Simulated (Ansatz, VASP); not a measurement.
## Two plane-wave programs on BN (Qingsongite)

Contents of INCAR:

```
SYSTEM = BN
PREC = Accurate
ENCUT = 520
EDIFF = 1E-6
ISMEAR = 0
SIGMA = 0.01
LREAL = .False.
LASPH = .True.
NELM = 60
ALGO = Normal
ISIF = 2
LWAVE = .False.
LCHARG = .True.
GGA = PE
LELF = .True.
LVHAR = .True.
NBANDS = 11
```

KPOINTS

```
Automatic mesh
0
Gamma
  10 10 10
  0 0 0
```

File POSCAR:

```
BN
1.0
    0.0000000000      1.7940419849      1.7940419849
    1.7940419849      0.0000000000      1.7940419849
    1.7940419849      1.7940419849      0.0000000000
B N
1 1
Direct
    0.0000000000      0.0000000000      0.0000000000
    0.2500000000      0.2500000000      0.2500000000
```

Input for Ansatz:

```yaml
crystal:
  lattice:
    - [0.0, 1.7940419849, 1.7940419849]
    - [1.7940419849, 0.0, 1.7940419849]
    - [1.7940419849, 1.7940419849, 0.0]
  atoms:
    - { symbol: B, position: [0.0, 0.0, 0.0] }
    - { symbol: "N", position: [0.25, 0.25, 0.25] }
kpoints:
  mp_grid: { grid: [10, 10, 10] }
hamiltonian:
  xc: pbe
scf:
  occupations: { method: fixed }
  n_extra_bands: 4
output:
  forces: true
  stress: true
  eigenvalues: true
```

Alike in both runs: task single point; functional PBE; k mesh 10 × 10 × 10; no spin polarisation.

|  | VASP | Ansatz |
| --- | --- | --- |
| version | VASP 6.6.1 | Ansatz 0.2.0 |
| potentials or method | VASP PAW PBE potentials, release 64 (B, N) | plane waves, PAW |
| plane-wave cutoff (eV) | 520 | 420 |
| occupations | gaussian, width 0.01 eV | fixed |
| valence electrons in the cell | 8 | 8 |

|  | VASP | Ansatz | Ansatz less VASP |
| --- | --- | --- | --- |
| gap on the k mesh at the Fermi level (eV) | 4.48 | 4.49 | +0.010 |
| pressure (GPa) | 12.3 | 12.0 | -0.36 |

A k mesh can miss the band edges.
